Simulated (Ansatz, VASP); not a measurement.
GaN: VASP beside Ansatz

```
Ga N
1.0
     0.00000    2.25350    2.30984
     2.25350    0.00000    2.30984
     2.25350    2.25350    0.00000
Ga N
1 1
Direct
  0.00000 0.00000 0.00000
  0.75000 0.75000 0.75000
```

Change from the starting cell: strain +0.0250 x Voigt [0, 0, 1, 0, 0, 0], atoms carried along.

Alike in both runs: task single point; functional PBE; k mesh 10 × 10 × 10; occupations gaussian, width 0.05 eV; no spin polarisation.

|  | VASP | Ansatz |
| --- | --- | --- |
| version | VASP 6.6.1 | Ansatz 0.2.0 |
| potentials or method | VASP PAW PBE potentials, release 64 (Ga_d, N) | scalar-relativistic, plane waves, PAW |
| plane-wave cutoff (eV) | 520 | 420 |
| valence electrons in the cell | 18 | 18 |

|  | VASP | Ansatz | Ansatz less VASP |
| --- | --- | --- | --- |
| gap on the k mesh at the Fermi level (eV) | 1.52 | 1.52 | -0.006 |
| least direct gap on the mesh (eV) | 1.52 | 1.52 | -0.006 |
| pressure (GPa) | 0.5 | 0.4 | -0.08 |
| largest component of the traceless stress (GPa) | 2.13 | 2.13 | -0.002 |

With one functional, cell and mesh, what is left measures potentials, basis and numerics.
